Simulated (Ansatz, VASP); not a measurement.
## Two plane-wave programs on SiO2

```
Si O
1.0
     4.18010    0.00000    0.00000
     0.00000    4.18010    0.00000
     0.00000    0.00000    2.66780
Si O
2 4
Direct
  0.00000 0.00000 0.00000
  0.50000 0.50000 0.50000
  0.30670 0.30670 0.00000
  0.19330 0.80670 0.50000
  0.69330 0.69330 0.00000
  0.80670 0.19330 0.50000
```

Alike in both runs: task electric field gradients; functional PBE; k mesh 6 × 6 × 9; occupations fermi-dirac, width 0.03 eV; no spin polarisation.

```csv
,VASP,Ansatz
version,VASP 6.6.1,Ansatz 0.2.0
potentials or method,"VASP PAW PBE potentials, release 64 (Si, O)","PAW with Ansatz's default frozen-core files, scalar-relativistic"
plane-wave cutoff (eV),520,420
valence electrons in the cell,32,32
```

```csv
,VASP,Ansatz,Ansatz less VASP
gap on the k mesh at the Fermi level (eV),5.61,5.63,+0.013
pressure (GPa),11.0,10.9,-0.17
largest component of the traceless stress (GPa),0.87,0.41,-0.456
rms of the force components (eV/Å),0.115,0.107,-0.0086
Vzz of the field gradient on the site that differs most (V/Å²),22.7,20.0,-2.69
```

Atom by atom the forces differ by 0.009 eV/Å (rms over components).

Caveats: an odd mesh through Γ misses points on the zone boundary, where band edges often lie. Expect the measured gap to be larger: semilocal functionals such as PBE lack the derivative discontinuity.
